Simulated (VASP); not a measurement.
Level of theory: PBE GGA, VASP's PBE PAW potentials (set 64) (plane waves; VASP).

VASP ran on this input.

KPOINTS:
```
Automatic mesh
0
Gamma
10 10 6
0 0 0
```

POSCAR:
```
BeO
1
    2.7124979162     0.0000000000    -0.0000000000
   -1.3562489581     2.3490925716     0.0000000000
   -0.0000000000    -0.0000000000     4.4060813206
Be O
2 2
Direct
  0.3333330000   0.6666670000   0.9986105227
  0.6666670000   0.3333330000   0.4986105227
  0.3333330000   0.6666670000   0.3763894773
  0.6666670000   0.3333330000   0.8763894773
```

**INCAR**
```
! general
SYSTEM  =  BeO
PREC    =  Accurate
ENCUT   =  520
LREAL   =  .False.
LASPH   =  .True.

! electronic loop
EDIFF   =  1E-6
NELM    =  100
ALGO    =  Normal

! smearing
ISMEAR  =  0
SIGMA   =  0.05

! functional
GGA     =  PE

! ions
IBRION  =  2
NSW     =  60
ISIF    =  3
EDIFFG  =  -0.01

! output
LWAVE   =  .False.
LCHARG  =  .False.
```

POTCAR, in this order: Be O (PBE.64 set). Program: vasp_std.

Output of the run:

OSZICAR:
```
       N       E                     dE             d eps       ncg     rms          rms(c)
DAV:   1     0.613953159776E+02    0.61395E+02   -0.87402E+03  1344   0.127E+03
DAV:   2    -0.275837647372E+02   -0.88979E+02   -0.83540E+02  1836   0.277E+02
DAV:   3    -0.306126748921E+02   -0.30289E+01   -0.30190E+01  1760   0.536E+01
DAV:   4    -0.306335106081E+02   -0.20836E-01   -0.20827E-01  1636   0.520E+00
DAV:   5    -0.306337651773E+02   -0.25457E-03   -0.25454E-03  1740   0.494E-01    0.906E+00
DAV:   6    -0.284659978580E+02    0.21678E+01   -0.75305E+00  1536   0.248E+01    0.289E+00
DAV:   7    -0.284538327293E+02    0.12165E-01   -0.14131E-01  1596   0.383E+00    0.185E+00
DAV:   8    -0.284623064964E+02   -0.84738E-02   -0.40562E-02  1420   0.288E+00    0.266E-01
DAV:   9    -0.284612563167E+02    0.10502E-02   -0.29248E-03  1752   0.545E-01    0.700E-02
DAV:  10    -0.284615772897E+02   -0.32097E-03   -0.78812E-04  1508   0.240E-01    0.491E-02
DAV:  11    -0.284615435306E+02    0.33759E-04   -0.15907E-04  1704   0.118E-01    0.394E-03
DAV:  12    -0.284615434169E+02    0.11375E-06   -0.38966E-06  1592   0.217E-02
   1 F= -.28461543E+02 E0= -.28461543E+02  d E =-.284615E+02
```

OUTCAR:
```
------------------------ aborting loop because EDIFF is reached ----------------------------------------
  FORCE on cell =-STRESS in cart. coord.  units (eV):
  Direction    XX          YY          ZZ          XY          YZ          ZX
  --------------------------------------------------------------------------------------
  Total        0.0305714      0.0305715      0.0247808      0.0000000      0.0000000      0.0000000
  in kB        1.7446344      1.7446350      1.4141754      0.0000000      0.0000000      0.0000000
  external PRESSURE =       1.6344816 kB  Pullay stress =       0.0000000 kB
  volume of cell :       28.08
      direct lattice vectors                 reciprocal lattice vectors
     2.712497916  0.000000000  0.000000000     0.368663878  0.212848147  0.000000000
    -1.356248958  2.349092572  0.000000000     0.000000000  0.425696293  0.000000000
     0.000000000  0.000000000  4.406081321     0.000000000  0.000000000  0.226959043
 POSITION                                       TOTAL-FORCE (eV/Angst)
 -----------------------------------------------------------------------------------
     -0.00000      1.56606      4.39996         0.000000      0.000000     -0.000238
      1.35625      0.78303      2.19692         0.000000     -0.000000     -0.000238
     -0.00000      1.56606      1.65840        -0.000000      0.000000      0.000238
      1.35625      0.78303      3.86144         0.000000      0.000000      0.000238
 -----------------------------------------------------------------------------------
    total drift:                               -0.001378      0.000796      0.000276
  FREE ENERGIE OF THE ION-ELECTRON SYSTEM (eV)
  ---------------------------------------------------
  free  energy   TOTEN  =       -28.4615434169 eV

  energy  without entropy=      -28.4615434169  energy(sigma->0) =      -28.46154342

 reached required accuracy - stopping structural energy minimisation
```
(Selected blocks of OUTCAR.)

**OUTCAR**
```
 val. band max:        3.4682110919   @ k =   0.0000   0.0000   0.0000

 cond. band min:      10.9053279374   @ k =   0.0000   0.0000   0.0000


 Fermi energy:         3.7438572672

 k-point     1 :       0.0000    0.0000    0.0000
  band No.  band energies     occupation
      1     -15.1285      2.00000
      2     -13.3642      2.00000
      3      -2.6856      2.00000
      4       2.4765      2.00000
      5       2.4766      2.00000
      6       3.4310      2.00000
      7       3.4311      2.00000
      8       3.4682      2.00000
      9      10.9053      0.00000
     10      14.9073      0.00000
     11      17.6255      0.00000
     12      17.6258      0.00000

 k-point     2 :       0.1000   -0.0000    0.0000
  band No.  band energies     occupation
      1     -15.0129      2.00000
      2     -13.3024      2.00000
      3      -2.5405      2.00000
      4       1.9986      2.00000
      5       2.2786      2.00000
      6       2.9123      2.00000
      7       3.3576      2.00000
      8       3.3809      2.00000
      9      11.3107      0.00000
     10      15.3034      0.00000
     11      17.4443      0.00000
     12      17.7431      0.00000

 k-point     3 :       0.2000   -0.0000    0.0000
  band No.  band energies     occupation
      1     -14.6843      2.00000
      2     -13.1441      2.00000
      3      -2.1281      2.00000
      4       0.8164      2.00000
      5       1.7976      2.00000
      6       1.8222      2.00000
      7       3.1101      2.00000
      8       3.1415      2.00000
      9      12.1444      0.00000
     10      15.8906      0.00000
     11      16.4178      0.00000
     12      17.9302      0.00000

 k-point     4 :       0.3000    0.0000    0.0000
  band No.  band energies     occupation
      1     -14.2053      2.00000
      2     -12.9703      2.00000
      3      -1.6099      2.00000
      4      -0.3843      2.00000
      5       0.6386      2.00000
      6       1.3371      2.00000
...
```

The structure was generated: BeO was put into the wurtzite type (P6_3mc), which need not be its known phase. It was relaxed first, which changed the volume by +7 %. The start is the result of an earlier pass.
